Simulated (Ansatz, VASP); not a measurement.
One calculation of AlN, two programs

```
Al N
1.0
     3.12989    0.00000    0.00000
    -1.56494    2.71056    0.00000
     0.00000    0.00000    5.61900
Al N
2 2
Direct
  0.33333 0.66667 0.00410
  0.66667 0.33333 0.50410
  0.33333 0.66667 0.38090
  0.66667 0.33333 0.88090
```

Alike in both runs: functional PBE; k mesh 9 × 9 × 6; occupations gaussian, width 0.05 eV; no spin polarisation.

Ansatz relaxed the structure, and its values are those at the end. VASP's run is a single point on that final structure, the one shown.

|  | VASP | Ansatz |
| --- | --- | --- |
| version | VASP 6.6.1 | Ansatz 0.2.0 |
| potentials or method | VASP PAW PBE potentials, release 64 (Al, N) | scalar-relativistic, plane waves, PAW |
| plane-wave cutoff (eV) | 520 | 520 |
| valence electrons in the cell | 16 | 16 |

|  | VASP | Ansatz | Ansatz less VASP |
| --- | --- | --- | --- |
| gap on the k mesh at the Fermi level (eV) | 2.72 | 2.72 | +0.001 |
| least direct gap on the mesh (eV) | 2.72 | 2.72 | +0.001 |
| pressure (GPa) | -15.4 | -15.2 | +0.16 |
| rms of the force components (eV/Å) | 0.003 | 0.004 | +0.0006 |

Ansatz warned: «stress_scf_threshold_loose».

Caveats: so large a pressure means that the cell lies far from this level's equilibrium, or that cutoff or potentials fall short (VASP). Expect the measured gap to be larger: semilocal functionals such as PBE lack the derivative discontinuity.
